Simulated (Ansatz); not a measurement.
# Ru: energy over the lattice constants a and c, part 2 of 2

A grid of calculations on Ru (P6_3/mmc, No. 194; 2 atoms in the cell), to see where the energy is lowest and how it rises around there.

Ansatz 0.2.0; DFT PBE, scalar-relativistic, plane waves, PAW.

### Step 4. Reference run

Contents of input.yaml:

```yaml
crystal:
  lattice:
    - [2.7197977385, 0.0, 0.0]
    - [-1.3598988693, 2.3554139347, 0.0]
    - [0.0, 0.0, 4.296659785]
  atoms:
    - { symbol: Ru, position: [0.3333333333, 0.6666666667, 0.25] }
    - { symbol: Ru, position: [0.6666666667, 0.3333333333, 0.75] }
basis:
  ecutwfc: 420
kpoints:
  mp_grid: { grid: [18, 18, 10] }
hamiltonian:
  xc: pbe
  pseudopotentials: { kind: paw, azcp: { folder: soft_1 } }
scf:
  occupations: { method: gaussian, width: 0.15 }
output:
  forces: true
  stress: true
  eigenvalues: true
```

On the command line:

```
> ansatz run input.yaml --threads 1 --pin off --max-ram 2048MiB --backend cpu --events-out ev --progress --plain --runs-dir out
```

What it wrote (excerpt; [...] marks lines left out):

```text
[...]
SCF converged after 6 iterations
Free energy (F): -11757.476151 eV
[...]
E sigma→0 (E₀):  -11757.466233 eV
Entropy (-TS):   -0.019834 eV (-9.917 meV/atom)
Fermi energy:    22.937389 eV
[...]
--- Forces (eV/Å), atoms counted from 1 ---
  atom   1  Ru     0.00000000     0.00000000     0.00000000
  atom   2  Ru    -0.00000000    -0.00000000     0.00000000
[...]
--- Stress (GPa, compression-positive) ---
        0.085572       0.000000       0.000000
        0.000000       0.085572       0.000000
        0.000000       0.000000       0.003598
  P = ⅓ Tr σ = 0.0582 GPa (0.582 kbar)
--- Band table (eV; the first three rows and the last of 222) ---
  k-point 0: bands = ["-50.1709", "-49.9755", "-20.6333", "-19.7390", "-19.7390", "-19.5741", "-19.5741", "-19.5325", "15.0289", "16.8386", "20.3913", "20.3913", "20.5800", "21.0621", "21.0621", "21.5618", "21.5618", "24.0984", "24.0984", "24.2290"]
[...]
```

Wall time 9.7 s (1 thread of Arm Neoverse N1, shared host); peak memory 0.35 GiB.

### Step 5. Setting up the map

The energy is mapped over the lattice constants a and c of the conventional cell.

- lattice constant a (and b): 7 values from 2.529 to 2.910 Å
- lattice constant c: 7 values from 3.781 to 4.812 Å

Nothing else is relaxed (symmetry fixes all fractional coordinates). Energies count from the relaxed crystal. Points are written as (first, second).

Below, 8 of the grid's runs; all are launched alike.

### Step 6. The run at (2.656 Å, 4.812 Å)

input.yaml: that of step 4 with these lines changed.

```diff
@@ -2,5 +2,5 @@
   lattice:
-    - [2.7197977385, 0.0, 0.0]
-    - [-1.3598988693, 2.3554139347, 0.0]
-    - [0.0, 0.0, 4.296659785]
+    - [2.6563, 0.0, 0.0]
+    - [-1.32815, 2.3004232801, 0.0]
+    - [0.0, 0.0, 4.8123]
   atoms:
```

On the command line:

```
> ansatz run input.yaml --threads 1 --pin off --max-ram 2048MiB --backend cpu --events-out ev --progress --plain --runs-dir out
```

What it wrote (excerpt; [...] marks lines left out):

```text
Warning: RAYON_NUM_THREADS=1 ignored (pool sized by the plan → 1); use --threads N
[...]
Pseudopotentials: kind: paw
Pseudopotential: Ru, paw, valence charge 16, recommended cutoff 420 eV (normal), <dir>
Functional definition: PBE
[...]
Crystal: 2 atoms, lattice volume = 29.406 Å³
Basis set: ecut = 420 eV, 575 PW (Γ), exchange–correlation on 36×36×72 points (8 copies of the dense FFT grid, shifted against one another)
[...]
--- Stress (GPa, compression-positive) ---
        3.537548       0.000000       0.000000
       -0.000000       3.537548      -0.000000
        0.000000      -0.000000     -44.701332
  P = ⅓ Tr σ = -12.5421 GPa (-125.421 kbar)
--- Band table (eV; the first three rows and the last of 222) ---
  k-point 0: bands = ["-51.8326", "-51.7518", "-22.0412", "-21.4272", "-21.3144", "-21.3144", "-21.2544", "-21.2544", "13.6261", "15.4615", "17.8865", "18.8989", "18.8989", "19.2497", "19.2497", "20.8103", "20.8103", "21.0729", "22.2430", "22.2430"]
[...]
```

It took 11 s on 1 thread of Arm Neoverse N1, shared host; peak memory 0.36 GiB.

On the map this point reads 268 meV/atom.

### Step 7. Point (2.529 Å, 4.812 Å)

input.yaml: that of step 6 with these lines changed.

```diff
@@ -2,4 +2,4 @@
   lattice:
-    - [2.6563, 0.0, 0.0]
-    - [-1.32815, 2.3004232801, 0.0]
+    - [2.5294, 0.0, 0.0]
+    - [-1.2647, 2.1905246563, 0.0]
     - [0.0, 0.0, 4.8123]
```

On the command line:

```
> ansatz run input.yaml --threads 1 --pin off --max-ram 2048MiB --backend cpu --events-out ev --progress --plain --runs-dir out
```

What it wrote (excerpt; [...] marks lines left out):

```text
Warning: RAYON_NUM_THREADS=1 ignored (pool sized by the plan → 1); use --threads N
[...]
Pseudopotentials: kind: paw
Pseudopotential: Ru, paw, valence charge 16, recommended cutoff 420 eV (normal), <dir>
Functional definition: PBE
[...]
Crystal: 2 atoms, lattice volume = 26.664 Å³
Basis set: ecut = 420 eV, 527 PW (Γ), exchange–correlation on 36×36×72 points (8 copies of the dense FFT grid, shifted against one another)
[...]
--- Stress (GPa, compression-positive) ---
       51.181587      -0.000000       0.000000
       -0.000000      51.181587      -0.000000
        0.000000      -0.000000     -32.744097
  P = ⅓ Tr σ = 23.2064 GPa (232.064 kbar)
--- Band table (eV; the first three rows and the last of 222) ---
  k-point 0: bands = ["-49.3016", "-49.2036", "-19.5533", "-18.8084", "-18.5246", "-18.5246", "-18.4646", "-18.4646", "15.8028", "17.4711", "19.7004", "21.2694", "21.2694", "21.5984", "21.5984", "23.3167", "23.8628", "23.8628", "25.2388", "25.2388"]
[...]
```

Wall time 9.5 s (1 thread of Arm Neoverse N1, shared host); peak memory 0.35 GiB.

On the map this point reads 483 meV/atom.

### Step 8. The run at (2.529 Å, 3.781 Å)

input.yaml: that of step 7 with these lines changed.

```diff
@@ -4,3 +4,3 @@
     - [-1.2647, 2.1905246563, 0.0]
-    - [0.0, 0.0, 4.8123]
+    - [0.0, 0.0, 3.7811]
   atoms:
```

On the command line:

```
> ansatz run input.yaml --threads 1 --pin off --max-ram 2048MiB --backend cpu --events-out ev --progress --plain --runs-dir out
```

What it wrote (excerpt; [...] marks lines left out):

```text
Warning: RAYON_NUM_THREADS=1 ignored (pool sized by the plan → 1); use --threads N
[...]
Pseudopotentials: kind: paw
Pseudopotential: Ru, paw, valence charge 16, recommended cutoff 420 eV (normal), <dir>
Functional definition: PBE
[...]
Crystal: 2 atoms, lattice volume = 20.950 Å³
Basis set: ecut = 420 eV, 439 PW (Γ), exchange–correlation on 36×36×54 points (8 copies of the dense FFT grid, shifted against one another)
[...]
--- Stress (GPa, compression-positive) ---
      144.902207       0.000000      -0.000000
       -0.000000     144.902207       0.000000
       -0.000000       0.000000     210.442076
  P = ⅓ Tr σ = 166.7488 GPa (1667.488 kbar)
--- Band table (eV; the first three rows and the last of 222) ---
  k-point 0: bands = ["-42.1882", "-41.4895", "-13.4458", "-11.3417", "-11.3417", "-10.8588", "-10.8588", "-10.6063", "22.3542", "22.9815", "27.7476", "27.7476", "28.9244", "28.9957", "28.9957", "29.0506", "29.0506", "33.3722", "33.3722", "34.5292"]
[...]
```

Run time: 7.6 s. Hardware: 1 thread of Arm Neoverse N1, shared host; peak memory 0.33 GiB.

That is 1386 meV/atom from the zero.

### Step 9. Point (2.656 Å, 4.640 Å)

input.yaml: that of step 8 with these lines changed.

```diff
@@ -2,5 +2,5 @@
   lattice:
-    - [2.5294, 0.0, 0.0]
-    - [-1.2647, 2.1905246563, 0.0]
-    - [0.0, 0.0, 3.7811]
+    - [2.6563, 0.0, 0.0]
+    - [-1.32815, 2.3004232801, 0.0]
+    - [0.0, 0.0, 4.6404]
   atoms:
```

On the command line:

```
> ansatz run input.yaml --threads 1 --pin off --max-ram 2048MiB --backend cpu --events-out ev --progress --plain --runs-dir out
```

What it wrote (excerpt; [...] marks lines left out):

```text
Warning: RAYON_NUM_THREADS=1 ignored (pool sized by the plan → 1); use --threads N
[...]
Pseudopotentials: kind: paw
Pseudopotential: Ru, paw, valence charge 16, recommended cutoff 420 eV (normal), <dir>
Functional definition: PBE
[...]
Crystal: 2 atoms, lattice volume = 28.356 Å³
Basis set: ecut = 420 eV, 549 PW (Γ), exchange–correlation on 36×36×64 points (8 copies of the dense FFT grid, shifted against one another)
[...]
--- Stress (GPa, compression-positive) ---
        7.931053       0.000000       0.000000
       -0.000000       7.931053       0.000000
        0.000000       0.000000     -34.051017
  P = ⅓ Tr σ = -6.0630 GPa (-60.630 kbar)
--- Band table (eV; the first three rows and the last of 222) ---
  k-point 0: bands = ["-50.9268", "-50.8141", "-21.2175", "-20.4408", "-20.4057", "-20.4057", "-20.3209", "-20.3209", "14.3832", "16.2333", "18.9861", "19.7438", "19.7438", "20.1799", "20.1799", "21.5168", "21.5168", "22.3516", "23.2600", "23.2600"]
[...]
```

Wall time 10 s (1 thread of Arm Neoverse N1, shared host); peak memory 0.35 GiB.

That is 137 meV/atom from the zero.

### Step 10. Grid point (2.529 Å, 4.297 Å)

input.yaml: that of step 9 with these lines changed.

```diff
@@ -2,5 +2,5 @@
   lattice:
-    - [2.6563, 0.0, 0.0]
-    - [-1.32815, 2.3004232801, 0.0]
-    - [0.0, 0.0, 4.6404]
+    - [2.5294, 0.0, 0.0]
+    - [-1.2647, 2.1905246563, 0.0]
+    - [0.0, 0.0, 4.296659785]
   atoms:
```

On the command line:

```
> ansatz run input.yaml --threads 1 --pin off --max-ram 2048MiB --backend cpu --events-out ev --progress --plain --runs-dir out
```

What it wrote (excerpt; [...] marks lines left out):

```text
[...]
SCF converged after 6 iterations
Free energy (F): -11756.660358 eV
[...]
E sigma→0 (E₀):  -11756.653821 eV
Entropy (-TS):   -0.013073 eV (-6.537 meV/atom)
Fermi energy:    27.357424 eV
[...]
--- Forces (eV/Å), atoms counted from 1 ---
  atom   1  Ru    -0.00000000    -0.00000000     0.00000000
  atom   2  Ru    -0.00000000     0.00000000    -0.00000000
[...]
--- Stress (GPa, compression-positive) ---
       82.725328       0.000000      -0.000000
        0.000000      82.725328       0.000000
       -0.000000       0.000000      31.664909
  P = ⅓ Tr σ = 65.7052 GPa (657.052 kbar)
--- Band table (eV; the first three rows and the last of 222) ---
  k-point 0: bands = ["-46.1142", "-45.8475", "-16.7473", "-15.3120", "-15.3120", "-15.2456", "-15.1393", "-15.1393", "18.5972", "20.1234", "23.5994", "24.2326", "24.2326", "24.8841", "24.8841", "26.3026", "26.3026", "27.9741", "28.8214", "28.8214"]
[...]
```

Wall time 8.3 s (1 thread of Arm Neoverse N1, shared host); peak memory 0.34 GiB.

Energy on the map's scale: 408 meV/atom.

### Step 11. Point (2.656 Å, 4.297 Å)

input.yaml: that of step 10 with these lines changed.

```diff
@@ -2,4 +2,4 @@
   lattice:
-    - [2.5294, 0.0, 0.0]
-    - [-1.2647, 2.1905246563, 0.0]
+    - [2.6563, 0.0, 0.0]
+    - [-1.32815, 2.3004232801, 0.0]
     - [0.0, 0.0, 4.296659785]
@@ -21 +21,5 @@
   eigenvalues: true
+  write_density: true
+  write_potential: true
+  elf: true
+  volumetric_format: npy
```

On the command line:

```
> ansatz run input.yaml --threads 1 --pin off --max-ram 2048MiB --backend cpu --events-out ev --progress --plain --runs-dir out
```

What it wrote (excerpt; [...] marks lines left out):

```text
[...]
SCF converged after 6 iterations
Free energy (F): -11757.399708 eV
[...]
E sigma→0 (E₀):  -11757.391015 eV
Entropy (-TS):   -0.017386 eV (-8.693 meV/atom)
Fermi energy:    24.300466 eV
[...]
--- Forces (eV/Å), atoms counted from 1 ---
  atom   1  Ru    -0.00000000     0.00000000    -0.00000000
  atom   2  Ru    -0.00000000    -0.00000000     0.00000000
[...]
--- Stress (GPa, compression-positive) ---
       20.262381       0.000000       0.000000
        0.000000      20.262381      -0.000000
        0.000000      -0.000000       8.953289
  P = ⅓ Tr σ = 16.4927 GPa (164.927 kbar)
--- Band table (eV; the first three rows and the last of 222) ---
  k-point 0: bands = ["-48.9039", "-48.6870", "-19.4188", "-18.3776", "-18.3776", "-18.2095", "-18.2095", "-18.1973", "16.1165", "17.8490", "21.5403", "21.5883", "21.5883", "22.2559", "22.2559", "23.0180", "23.0180", "25.3762", "25.5558", "25.5558"]
[...]
```

It took 12 s on 1 thread of Arm Neoverse N1, shared host; peak memory 0.35 GiB.

Density in a lattice plane of the grid's cell (edges 2.66 and 4.30 Å, at 0.333 of the third edge), which holds Ru.

Values in e/Å³, 12 rows by 8 columns:
```
 0.47  0.32  0.35  0.61  1.52  2.67  2.37  1.13
 0.84  0.40  0.48  1.49  4.99  8.22  7.43  3.63
 1.15  0.46  0.56  2.17  7.08 11.28 10.26  5.23
 0.84  0.40  0.48  1.49  4.99  8.22  7.43  3.63
 0.47  0.32  0.35  0.61  1.52  2.67  2.37  1.13
 0.35  0.32  0.33  0.37  0.46  0.53  0.51  0.43
 0.47  0.56  0.54  0.44  0.37  0.34  0.34  0.38
 0.84  1.40  1.31  0.73  0.42  0.33  0.34  0.47
 1.15  2.09  1.92  0.98  0.46  0.34  0.36  0.54
 0.84  1.40  1.31  0.73  0.42  0.33  0.34  0.47
 0.47  0.56  0.54  0.44  0.37  0.34  0.34  0.38
 0.35  0.32  0.33  0.37  0.46  0.53  0.51  0.43
```
Columns run along the first of these edges and rows up along the second, over one cell in 8 and 12 even steps from the bottom left corner. Atoms in the plane (fractional): Ru at (0.67, 0.75).

ELF in the same plane.

Ten even steps from '0' (0.22) to '9' (0.61):
```
11221112333211
01210135787752
10110268999985
31111489988996
31111589867997
31111489988996
10110268999985
01210135787752
11221112333211
21111210000011
10000122111122
00111112222211
12332111222110
34554210122101
35665310121101
34554210122101
12332111222110
00111112222211
10000122111122
21111210000011
```
Columns run along the first of these edges and rows up along the second, over one cell in 14 and 20 even steps from the bottom left corner. Atoms in the plane (fractional): Ru at (0.67, 0.75).

Both are smooth fields of the valence electrons: close to the nuclei they are not physical.

On the map this point reads 38 meV/atom.

### Step 12. Point (2.847 Å, 3.781 Å)

input.yaml: that of step 11 with these lines changed.

```diff
@@ -2,5 +2,5 @@
   lattice:
-    - [2.6563, 0.0, 0.0]
-    - [-1.32815, 2.3004232801, 0.0]
-    - [0.0, 0.0, 4.296659785]
+    - [2.8467, 0.0, 0.0]
+    - [-1.42335, 2.4653145169, 0.0]
+    - [0.0, 0.0, 3.7811]
   atoms:
@@ -21,5 +21 @@
   eigenvalues: true
-  write_density: true
-  write_potential: true
-  elf: true
-  volumetric_format: npy
```

On the command line:

```
> ansatz run input.yaml --threads 1 --pin off --max-ram 2048MiB --backend cpu --events-out ev --progress --plain --runs-dir out
```

What it wrote (excerpt; [...] marks lines left out):

```text
[...]
SCF converged after 6 iterations
Free energy (F): -11756.703215 eV
[...]
E sigma→0 (E₀):  -11756.694326 eV
Entropy (-TS):   -0.017778 eV (-8.889 meV/atom)
Fermi energy:    24.105581 eV
[...]
--- Forces (eV/Å), atoms counted from 1 ---
  atom   1  Ru     0.00000000    -0.00000000     0.00000000
  atom   2  Ru     0.00000000     0.00000000    -0.00000000
[...]
--- Stress (GPa, compression-positive) ---
        3.355920      -0.000000       0.000000
       -0.000000       3.355920       0.000000
        0.000000       0.000000      69.436233
  P = ⅓ Tr σ = 25.3827 GPa (253.827 kbar)
--- Band table (eV; the first three rows and the last of 222) ---
  k-point 0: bands = ["-49.1948", "-48.7953", "-19.9440", "-18.9167", "-18.9167", "-18.5069", "-18.5069", "-18.3217", "15.9314", "17.2775", "21.0584", "21.0584", "21.2685", "21.2685", "22.2248", "22.2248", "23.1524", "25.2697", "25.2697", "27.6889"]
[...]
```

Wall time 9.4 s (1 thread of Arm Neoverse N1, shared host); peak memory 0.35 GiB.

On the map this point reads 386 meV/atom.

### Step 13. Point (2.847 Å, 3.953 Å)

input.yaml: that of step 12 with these lines changed.

```diff
@@ -4,3 +4,3 @@
     - [-1.42335, 2.4653145169, 0.0]
-    - [0.0, 0.0, 3.7811]
+    - [0.0, 0.0, 3.9529]
   atoms:
@@ -21 +21,5 @@
   eigenvalues: true
+  write_density: true
+  write_potential: true
+  elf: true
+  volumetric_format: npy
```

On the command line:

```
> ansatz run input.yaml --threads 1 --pin off --max-ram 2048MiB --backend cpu --events-out ev --progress --plain --runs-dir out
```

What it wrote (excerpt; [...] marks lines left out):

```text
[...]
SCF converged after 6 iterations
Free energy (F): -11757.097104 eV
[...]
E sigma→0 (E₀):  -11757.085756 eV
Entropy (-TS):   -0.022696 eV (-11.348 meV/atom)
Fermi energy:    22.788914 eV
[...]
--- Forces (eV/Å), atoms counted from 1 ---
  atom   1  Ru    -0.00000000     0.00000000     0.00000000
  atom   2  Ru     0.00000000    -0.00000000     0.00000000
[...]
--- Stress (GPa, compression-positive) ---
      -10.977539       0.000000       0.000000
       -0.000000     -10.977539       0.000000
        0.000000       0.000000      36.381466
  P = ⅓ Tr σ = 4.8088 GPa (48.088 kbar)
--- Band table (eV; the first three rows and the last of 222) ---
  k-point 0: bands = ["-50.3795", "-50.0848", "-20.9831", "-20.0916", "-20.0916", "-19.7929", "-19.7929", "-19.6414", "14.8919", "16.4995", "20.0441", "20.0441", "20.4439", "20.4439", "21.0164", "21.0164", "21.5620", "23.8986", "23.8986", "25.6344"]
[...]
```

It took 14 s on 1 thread of Arm Neoverse N1, shared host; peak memory 0.36 GiB.

Density in a lattice plane of the grid's cell (edges 2.85 and 3.95 Å, at 0.333 of the third edge), which holds Ru.

Ten even steps from '0' (0.26 e/Å³) to '9' (12.28 e/Å³):
```
000000000001110000
000000000123332100
000000001346664310
000000012468986421
000000013579997531
000000012468986421
000000001346664310
000000000123332100
000000000001110000
000000000000000000
000000000000000000
000000000000000000
000000000000000000
000000000000000000
000100000000000000
000000000000000000
000000000000000000
000000000000000000
000000000000000000
000000000000000000
```
Columns run along the first of these edges and rows up along the second, over one cell in 18 and 20 even steps from the bottom left corner. Atoms in the plane (fractional): Ru at (0.67, 0.75).

ELF in the same plane.

Ten even steps from ' ' (0.21) to '@' (0.61):
```
....::::::......::--====++====--::..
  ..::::::..  ::==**%%%%%%%%%%**==::
..  ..::..  ..==##@@@@@@@@@@@@@@##==
::  ..::..  ::++%%@@@@%%##%%@@@@%%++
::  ......  ::++%%@@%%##++##@@@@%%++
::  ..::..  ::++%%@@@@%%##%%@@@@%%++
..  ..::..  ..==##@@@@@@@@@@@@@@##==
  ..::::::..  ::==**%%%%%%%%%%**==::
....::::::......::--====++====--::..
......  ............................
..          ..::::::....  ....::::::
              ..::::::::::::::::::..
..::::::::::..  ....::::::::::....  
::--======--::      ....::....      
::--==++==--::      ..........    ..
::--======--::      ....::....      
..::::::::::..  ....::::::::::....  
              ..::::::::::::::::::..
..          ..::::::....  ....::::::
......  ............................
```
Columns run along the first of these edges and rows up along the second, over one cell in 18 and 20 even steps from the bottom left corner. Atoms in the plane (fractional): Ru at (0.67, 0.75).

Both are smooth fields of the valence electrons: close to the nuclei they are not physical.

That is 190 meV/atom from the zero.

### Step 14. All points together

49 points were computed. Energies in meV/atom, from the relaxed crystal:

```
lattice constant c (Å) ↓, lattice constant a (and b) (Å) →  2.529  2.593  2.656  2.720  2.783  2.847  2.910
                                                     4.812    483    326    268    289    373    505    673
                                                     4.640    400    216    137    143    213    335    493
                                                     4.468    365    153     53     39     94    200    346
                                                     4.297    408    166     38      0     32    117    245
                                                     4.125    566    285    120     48     49    106    208
                                                     3.953    877    543    330    213    172    190    252
                                                     3.781   1386    983    705    526    425    386    397
```

The pressure (GPa) at each point:

```tsv
lattice constant c (Å) ↓, lattice constant a (and b) (Å) →	2.529	2.593	2.656	2.720	2.783	2.847	2.910
4.812	23	3	−13	−24	−32	−38	−42
4.640	33	11	−6	−19	−28	−35	−39
4.468	47	22	3	−11	−22	−29	−35
4.297	66	38	16	0	−12	−22	−29
4.125	91	59	35	15	1	−11	−19
3.953	124	88	59	36	19	5	−6
3.781	167	125	91	64	43	25	12
```

### Step 15. Summary of results

The summary covers parts 1 to 2. Changes of volume or cell count from the first structure of part 1.

```
              quantity                                                                          value
          relaxed cell     a = 2.720 Å, b = 2.720 Å, c = 4.297 Å, α = 90.00°, β = 90.00°, γ = 120.00°
  space group (0.01 Å)                                                             P6_3/mmc (No. 194)
                volume                                                                  13.76 Å³/atom
          lowest point                                                 (2.720 Å, 4.297 Å), 0 meV/atom
highest computed point                             (2.529 Å, 3.781 Å), 1386 meV/atom above the lowest
        pressure (GPa)  −42 at (2.910 Å, 4.812 Å) to 167 at (2.529 Å, 3.781 Å); 0 at the lowest point
   time for all points                                               8.7 min on 1 thread, shared host
```

In words: The cell grew by 1.4 % in volume on relaxing. PBE usually gives cells somewhat too large. Measured lattice constant a of Ru: 2.706 Å (quoted in “A solution for 4-propylguaiacol hydrodeoxygenation without ring saturation”, 2024, pmc:11283461). This calculation gives 2.720 Å (+0.5 %). Against the measured lattice constant c of Ru, 4.28168 Å (293.15 K; a printed reference work, data compilation), the calculated 4.297 Å is off by +0.3 %. That is the cell relaxed with PBE, without thermal expansion or zero-point motion. The lowest computed point is at (2.720 Å, 4.297 Å), which is the relaxed crystal itself. The grid shows no other well, apart from its symmetry copies. The highest computed point, (2.529 Å, 3.781 Å), lies 1386 meV/atom above the lowest. Round the minimum the valley is somewhat tilted: raising lattice constant a (and b) shifts the best value of lattice constant c downwards (coupling k₁₂/√(k₁₁k₂₂) about 0.4).
